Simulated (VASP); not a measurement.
Crystal: SiO2.

```
CELL_PARAMETERS angstrom
5.03038 0.00000 0.00000
0.00000 5.03038 0.00000
0.00000 0.00000 7.00777
ATOMIC_POSITIONS crystal
Si 0.29848 0.29848 0.00000
Si 0.20152 0.79848 0.25000
Si 0.70152 0.70152 0.50000
Si 0.79848 0.20152 0.75000
O 0.23960 0.10225 0.17838
O 0.39775 0.73960 0.42838
O 0.76040 0.89775 0.67838
O 0.60225 0.26040 0.92838
O 0.73960 0.39775 0.57162
O 0.89775 0.76040 0.32162
O 0.26040 0.60225 0.07162
O 0.10225 0.23960 0.82162
```

Base run:

| Property | Result |
| --- | --- |
| Program | VASP 6.6.1 |
| Functional | PBEsol |
| Potentials or basis | VASP PAW PBE potentials, release 64 (Si, O) |
| Cutoff | 520 eV |
| k mesh | 6 × 6 × 4 |
| Occupations | gaussian, width 0.02 eV |
| Spin | no spin polarisation |

Its results: band gap on the k mesh 5.56 eV, direct; pressure 0.2 GPa; largest force 0.006 eV/Å.

Q: The run is repeated on the same cell with these changes: functional from PBEsol to r2SCAN; k mesh from 6 × 6 × 4 to 4 × 4 × 4. What comes out?

A: Band gap on the k mesh 6.23 eV, direct; pressure -2.4 GPa; largest force 0.163 eV/Å.

Several settings changed at once, so the effect can't be laid on one alone.

Caveats: the PAW data sets were made with another functional, which shifts forces and pressure a little.

A k mesh can miss the band edges.

Not every run made on this cell is shown here.
